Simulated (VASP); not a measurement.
Input of a VASP 6.6.1 run:

Contents of INCAR:

```
ALGO = Normal
EDIFF = 1E-7
ENCUT = 520
GGA = PE
ISIF = 2
ISMEAR = -1
LASPH = T
LCHARG = F
LREAL = F
LWAVE = F
NBANDS = 17
NELM = 80
PREC = Accurate
SIGMA = 0.05
```

KPOINTS

```
k-points
0
Gamma
  8 8 8
```

The input POSCAR:

```
MgB2
1.0
    0.0000000000      2.9936400000      2.9936400000
    2.9936400000      0.0000000000      2.9936400000
    2.9936400000      2.9936400000      0.0000000000
Mg B
2 4
Direct
    0.0000000000      0.0000000000      0.0000000000
    0.2500000000      0.2500000000      0.2500000000
    0.6250000000      0.1250000000      0.6250000000
    0.6250000000      0.6250000000      0.1250000000
    0.1250000000      0.6250000000      0.6250000000
    0.6250000000      0.6250000000      0.6250000000
```

Potentials or basis: VASP PAW PBE potentials, release 64 (Mg, B).

Command:

```sh
$ cat potpaw_PBE.64/Mg/POTCAR potpaw_PBE.64/B/POTCAR > POTCAR
$ mpirun -np 1 vasp_std > vasp.out
```

Task: Predict the pressure.

Result: 0.1 GPa.

Task: Estimate the band gap on the k mesh.

Result: None (metal or under the smearing width).
